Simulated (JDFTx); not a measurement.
# Os (Fm-3m) in JDFTx: convergence with cutoff

Aim: find how far cutoff must go before the results for Os settle, at PBEsol. This setting moves, with any that are tied to it; all else stays.

All numbers are computed with JDFTx 1.7.0 (patched build); they aren't measurements. Logs are shortened: lines on timing, memory, paths and dates and some standing lists are left out, and cuts for length are marked. The log counts tension as positive stress, the text compression.

## 1. The crystal as given

Symmetry: Fm-3m, No. 225, cubic system. The conventional cell has a = 3.890 Å, b = 3.890 Å, c = 3.890 Å, α = 90.00°, β = 90.00°, γ = 90.00°. Around Os (site symmetry m-3m) lie 12 Os at 2.75 Å.

This isn't the form of Os at room conditions, which is hcp.

## 2. With cutoff 408.171 eV

The input, Os.in:

```
include Os.lattice
coords-type Lattice
include Os.ionpos

ion-species pseudo/Os.upf
elec-cutoff 15
elec-ex-corr gga-PBEsol
kpoint-folding 12 12 12
elec-smearing Fermi 0.0018374661
elec-n-bands 14
electronic-SCF nIterations 100 energyDiffThreshold 1e-09
electronic-minimize nIterations 30 energyDiffThreshold 1e-7
converge-empty-states yes
forces-output-coords Cartesian

dump-name run.$VAR
dump End Ecomponents EigStats BandEigs Kpoints Forces Stress
```

The input, Os.lattice:

```
lattice \
    0.0000000000     3.6755173124     3.6755173124 \
    3.6755173124     0.0000000000     3.6755173124 \
    3.6755173124     3.6755173124     0.0000000000
```

The input, Os.ionpos:

```
ion Os     0.0000000000     0.0000000000     0.0000000000 1
```

Potentials or basis: PseudoDojo-SR-PBEsol-0.4.1-standard.

Run with:

```
$ jdftx -c 1 -i Os.in -o Os.out
```

Run time: 7.6 s. Hardware: 1 thread of Arm Neoverse V1, shared host; peak memory 0.04 GiB.

Results:

```
Free energy            : -2517.0918 eV
Pressure               : -162.0 GPa
Band gap on the k mesh : none (metal or under the smearing width)
```

## 3. With cutoff 489.805 eV

Edit Os.in of step 2 so:

```diff
@@ -5,3 +5,3 @@
 ion-species pseudo/Os.upf
-elec-cutoff 15
+elec-cutoff 18
 elec-ex-corr gga-PBEsol
```

Os.lattice is that of step 2.

Os.ionpos is that of step 2.

Potentials or basis: PseudoDojo-SR-PBEsol-0.4.1-standard.

Run with:

```
$ jdftx -c 1 -i Os.in -o Os.out
```

It took 8.1 s on 1 thread of Arm Neoverse V1, shared host; peak memory 0.05 GiB.

Results:

```
Free energy            : -2520.1795 eV
Pressure               : -119.0 GPa
Band gap on the k mesh : none (metal or under the smearing width)
```

## 4. With cutoff 598.65 eV

Edit Os.in of step 3 so:

```diff
@@ -5,3 +5,3 @@
 ion-species pseudo/Os.upf
-elec-cutoff 18
+elec-cutoff 22
 elec-ex-corr gga-PBEsol
```

Os.lattice is that of step 3.

Os.ionpos is that of step 3.

Run with:

```
$ jdftx -c 1 -i Os.in -o Os.out
```

Run time: 18 s. Hardware: 1 thread of Arm Neoverse V1, shared host; peak memory 0.05 GiB.

What came out:

* Free energy: -2522.1758 eV
* Pressure: -66.7 GPa
* Band gap on the k mesh: none (metal or under the smearing width)

## 5. With cutoff 707.496 eV

Edit Os.in of step 4 so:

```diff
@@ -5,3 +5,3 @@
 ion-species pseudo/Os.upf
-elec-cutoff 22
+elec-cutoff 26
 elec-ex-corr gga-PBEsol
```

Os.lattice is that of step 4.

Os.ionpos is that of step 4.

Run with:

```
$ jdftx -c 1 -i Os.in -o Os.out
```

Wall time 19 s (1 thread of Arm Neoverse V1, shared host); peak memory 0.06 GiB.

Results:

* Free energy: -2522.8497 eV
* Pressure: -35.9 GPa
* Band gap on the k mesh: none (metal or under the smearing width)

## 6. With cutoff 816.342 eV

Edit Os.in of step 5 so:

```diff
@@ -5,3 +5,3 @@
 ion-species pseudo/Os.upf
-elec-cutoff 26
+elec-cutoff 30
 elec-ex-corr gga-PBEsol
```

Os.lattice is that of step 5.

Os.ionpos is that of step 5.

Potentials or basis: PseudoDojo-SR-PBEsol-0.4.1-standard.

Run with:

```
$ jdftx -c 1 -i Os.in -o Os.out
```

It took 30 s on 1 thread of Arm Neoverse V1, shared host; peak memory 0.07 GiB.

What came out:

* Free energy: -2523.0100 eV
* Pressure: -24.1 GPa
* Band gap on the k mesh: none (metal or under the smearing width)

## 7. With cutoff 897.976 eV

Edit Os.in of step 6 so:

```diff
@@ -5,3 +5,3 @@
 ion-species pseudo/Os.upf
-elec-cutoff 30
+elec-cutoff 33
 elec-ex-corr gga-PBEsol
```

Os.lattice is that of step 6.

Os.ionpos is that of step 6.

Run with:

```
$ jdftx -c 1 -i Os.in -o Os.out
```

Run time: 31 s. Hardware: 1 thread of Arm Neoverse V1, shared host; peak memory 0.08 GiB.

Results (log left out):

```yaml
Free_energy: -2523.0328 eV
Pressure: -21.5 GPa
Band_gap_on_the_k_mesh: none (metal or under the smearing width)
```

## 8. With cutoff 1006.82 eV

Edit Os.in of step 7 so:

```diff
@@ -5,3 +5,3 @@
 ion-species pseudo/Os.upf
-elec-cutoff 33
+elec-cutoff 37
 elec-ex-corr gga-PBEsol
```

Os.lattice is that of step 7.

Os.ionpos is that of step 7.

Run with:

```
$ jdftx -c 1 -i Os.in -o Os.out
```

Run time: 29 s. Hardware: 1 thread of Arm Neoverse V1, shared host; peak memory 0.09 GiB.

It converged, with:

* Free energy: -2523.0363 eV
* Pressure: -20.9 GPa
* Band gap on the k mesh: none (metal or under the smearing width)

## 9. With cutoff 1170.09 eV

Edit Os.in of step 8 so:

```diff
@@ -5,3 +5,3 @@
 ion-species pseudo/Os.upf
-elec-cutoff 37
+elec-cutoff 43
 elec-ex-corr gga-PBEsol
```

Os.lattice is that of step 8.

Os.ionpos is that of step 8.

Potentials or basis: PseudoDojo-SR-PBEsol-0.4.1-standard.

Run with:

```
$ jdftx -c 1 -i Os.in -o Os.out
```

Run time: 31 s. Hardware: 1 thread of Arm Neoverse V1, shared host; peak memory 0.1 GiB.

Results (log left out):

| Property | Result |
| --- | --- |
| Free energy | -2523.0366 eV |
| Pressure | -20.9 GPa |
| Band gap on the k mesh | none (metal or under the smearing width) |

## 10. With cutoff 1360.57 eV

Edit Os.in of step 9 so:

```diff
@@ -5,3 +5,3 @@
 ion-species pseudo/Os.upf
-elec-cutoff 43
+elec-cutoff 50
 elec-ex-corr gga-PBEsol
```

Os.lattice is that of step 9.

Os.ionpos is that of step 9.

Potentials or basis: PseudoDojo-SR-PBEsol-0.4.1-standard.

Run with:

```
$ jdftx -c 1 -i Os.in -o Os.out
```

The log of the run:

```text
*************** JDFTx 1.7.0 (patched build) ***************

Input parsed successfully to the following command list (including defaults):
[... the input with its defaults ...]

---------- Setting up symmetries ----------

Found 48 point-group symmetries of the bravais lattice
Found 48 space-group symmetries with basis
Applied RMS atom displacement 0 bohrs to make symmetries exact.

---------- Initializing the Grid ----------
R =
[            0      3.67552      3.67552  ]
[      3.67552            0      3.67552  ]
[      3.67552      3.67552            0  ]
unit cell volume = 99.3083
G =
[  -0.854735   0.854735   0.854735  ]
[   0.854735  -0.854735   0.854735  ]
[   0.854735   0.854735  -0.854735  ]
Minimum fftbox size, Smin = [  36  36  36  ]
Chosen fftbox size, S = [  36  36  36  ]

---------- Exchange Correlation functional ----------
Initalized PBEsol GGA exchange.
Initalized PBEsol GGA correlation.

---------- Setting up pseudopotentials ----------
Width of ionic core gaussian charges (only for fluid interactions / plotting) set to 0

Reading pseudopotential file 'pseudo/Os.upf':
  'Os' pseudopotential, 'PBESOL' functional
  Generated using ONCVPSP code by D. R. Hamann
  16 valence electrons, 4 orbitals, 8 projectors, 1001 radial grid points, with lMax = 3
    5S    l: 0   occupation:  2.0   eigenvalue: -3.366194
    5P    l: 1   occupation:  6.0   eigenvalue: -1.869133
    5D    l: 2   occupation:  6.0   eigenvalue: -0.231002
    6S    l: 0   occupation:  2.0   eigenvalue: -0.227396
  Core radius for overlap checks: 2.19 bohrs.

Initialized 1 species with 1 total atoms.

Folded 1 k-points by 12x12x12 to 1728 k-points.

---------- Setting up k-points, bands, fillings ----------
Reduced to 72 k-points under symmetry.
Computing the number of bands and number of electrons
Calculating initial fillings.
nElectrons:  16.000000   nBands: 14   nStates: 72

----- Setting up reduced wavefunction bases (one per k-point) -----
average nbasis = 1676.764 , ideal nbasis = 1677.005

---------- Setting up ewald sum ----------
Optimum gaussian width for ewald sums = 1.873789 bohr.
Real space sum over 2197 unit cells with max indices [  6  6  6  ]
Reciprocal space sum over 2197 terms with max indices [  6  6  6  ]

---------- Allocating electronic variables ----------
Initializing wave functions:  linear combination of atomic orbitals
Note: number of bands (14) exceeds available atomic orbitals (10)
Os pseudo-atom occupations:   s ( 2 0 )  p ( 6 )  d ( 8 )
	FillingsUpdate:  mu: +0.842508449  nElectrons: 16.000000
LCAOMinimize: Iter:   0  F: -92.6091147303358468  |grad|_K:  4.577e-03  alpha:  1.000e+00
	FillingsUpdate:  mu: +0.905683201  nElectrons: 16.000000
LCAOMinimize: Iter:   1  F: -92.7005373962324484  |grad|_K:  1.206e-04  alpha:  6.151e-01  linmin: -3.563e-01  cgtest:  9.657e-01
LCAOMinimize: Encountered beta<0, resetting CG.
	FillingsUpdate:  mu: +0.907399624  nElectrons: 16.000000
LCAOMinimize: Iter:   2  F: -92.7006019345831191  |grad|_K:  7.788e-06  alpha:  6.292e-01  linmin: -2.306e-03  cgtest:  4.934e-03
	FillingsUpdate:  mu: +0.907384449  nElectrons: 16.000000
LCAOMinimize: Iter:   3  F: -92.7006023500261165  |grad|_K:  1.372e-07  alpha:  9.704e-01  linmin: -1.439e-03  cgtest: -1.064e-02
	FillingsUpdate:  mu: +0.907385240  nElectrons: 16.000000
LCAOMinimize: Iter:   4  F: -92.7006023501454166  |grad|_K:  2.244e-08  alpha:  9.126e-01  linmin: -3.719e-03  cgtest:  1.447e-02
LCAOMinimize: Converged (|Delta F|<1.000000e-06 for 2 iters).

-------- Electronic minimization -----------
Will mix electronic density at each iteration.
	FillingsUpdate:  mu: +0.907385240  nElectrons: 16.000000
	FillingsUpdate:  mu: +0.903303763  nElectrons: 16.000000
SCF: Cycle:  0   F: -92.719593071319252   dF: -1.899e-02   |Residual|: 2.173e-02   |deigs|: 3.638e-01
	FillingsUpdate:  mu: +0.900411202  nElectrons: 16.000000
SCF: Cycle:  1   F: -92.719879776433885   dF: -2.867e-04   |Residual|: 8.806e-03   |deigs|: 5.070e-03
	FillingsUpdate:  mu: +0.899358487  nElectrons: 16.000000
SCF: Cycle:  2   F: -92.719893694612026   dF: -1.392e-05   |Residual|: 2.345e-03   |deigs|: 1.119e-03
	FillingsUpdate:  mu: +0.899462169  nElectrons: 16.000000
SCF: Cycle:  3   F: -92.719894663275596   dF: -9.687e-07   |Residual|: 2.858e-04   |deigs|: 2.389e-04
	FillingsUpdate:  mu: +0.899444510  nElectrons: 16.000000
SCF: Cycle:  4   F: -92.719894703062266   dF: -3.979e-08   |Residual|: 9.695e-05   |deigs|: 3.258e-05
	FillingsUpdate:  mu: +0.899456968  nElectrons: 16.000000
SCF: Cycle:  5   F: -92.719894709154914   dF: -6.093e-09   |Residual|: 1.063e-05   |deigs|: 1.877e-05
	FillingsUpdate:  mu: +0.899455259  nElectrons: 16.000000
SCF: Cycle:  6   F: -92.719894709831976   dF: -6.771e-10   |Residual|: 6.285e-06   |deigs|: 1.215e-05
	FillingsUpdate:  mu: +0.899456198  nElectrons: 16.000000
SCF: Cycle:  7   F: -92.719894709965189   dF: -1.332e-10   |Residual|: 1.777e-06   |deigs|: 1.073e-05
SCF: Converged (|Delta E|<1.000000e-09 for 2 iters).

Setting wave functions to eigenvectors of Hamiltonian
Converging empty states (this may take a while): |deigs|: 3.325e-04

# Stress tensor in Cartesian coordinates [Eh/a0^3]:
[  0.000710178            0            0  ]
[            0  0.000710178            0  ]
[            0            0  0.000710178  ]

# Ionic positions in lattice coordinates:
ion Os   0.000000000000000   0.000000000000000   0.000000000000000 1

# Forces in Cartesian coordinates:
force Os  -0.000000000000000  -0.000000000000000  -0.000000000000000 1

# Energy components:
   Eewald =      -79.8339792206502494
       EH =       11.8076075651383317
     Eloc =      -46.0045621908245081
      Enl =        5.5295063723852840
      Exc =      -20.5001865323443724
 Exc_core =        8.4382649992012873
       KE =       27.8436169487196317
-------------------------------------
     Etot =      -92.7197320583746176
       TS =        0.0001626515905719
-------------------------------------
        F =      -92.7198947099651889

IonicMinimize: Iter:   0  F: -92.719894709965189  |grad|_K:  0.000e+00
IonicMinimize: Converged (|grad|_K<1.000000e-04).

#--- Lowdin population analysis ---
# oxidation-state Os +0.182

Dumping 'run.eigStats' ...
	eMin: -2.282927 at state 0 ( [ +0.000000 +0.000000 +0.000000 ] spin 0 )
	HOMO: +0.899055 at state 0 ( [ +0.000000 +0.000000 +0.000000 ] spin 0 )
	mu  : +0.899456
	LUMO: +0.899619 at state 63 ( [ +0.083333 +0.500000 -0.416667 ] spin 0 )
	eMax: +1.804363 at state 71 ( [ +0.250000 +0.500000 -0.250000 ] spin 0 )
	HOMO-LUMO gap: +0.000564
	Optical gap  : +0.019329 at state 7 ( [ +0.000000 +0.083333 +0.083333 ] spin 0 )
Done!
```

Run time: 59 s. Hardware: 1 thread of Arm Neoverse V1, shared host; peak memory 0.12 GiB.

Results:

```
Free energy            : -2523.0369 eV
Pressure               : -20.9 GPa
Band gap on the k mesh : none (metal or under the smearing width)
```

## 11. The series at a glance

| cutoff | energy less the tightest run, at zero smearing (meV/atom) | pressure (GPa) | SCF cycles | CPU time (s) | peak memory (GiB) |
| --- | --- | --- | --- | --- | --- |
| 408.171 eV | 5945.13 | -162.04 | 8 | 7.6 | 0.04 |
| 489.805 eV | 2857.34 | -118.99 | 8 | 8.1 | 0.05 |
| 598.65 eV | 861.07 | -66.73 | 8 | 18 | 0.05 |
| 707.496 eV | 187.12 | -35.89 | 8 | 19 | 0.06 |
| 816.342 eV | 26.90 | -24.12 | 8 | 30 | 0.07 |
| 897.976 eV | 4.04 | -21.53 | 8 | 31 | 0.08 |
| 1006.82 eV | 0.59 | -20.90 | 8 | 29 | 0.09 |
| 1170.09 eV | 0.26 | -20.91 | 8 | 31 | 0.1 |
| 1360.57 eV | 0.00 | -20.89 | 8 | 59 | 0.12 |

Against the tightest run, the energy stays within 1 meV/atom from 1006.82 eV on; the pressure stays within 0.1 GPa from 1006.82 eV on. The tightest run that finished is the yardstick and may itself not be fully converged.

Caveats: so large a pressure means that the cell lies far from this level's equilibrium, or that cutoff or potentials fall short.
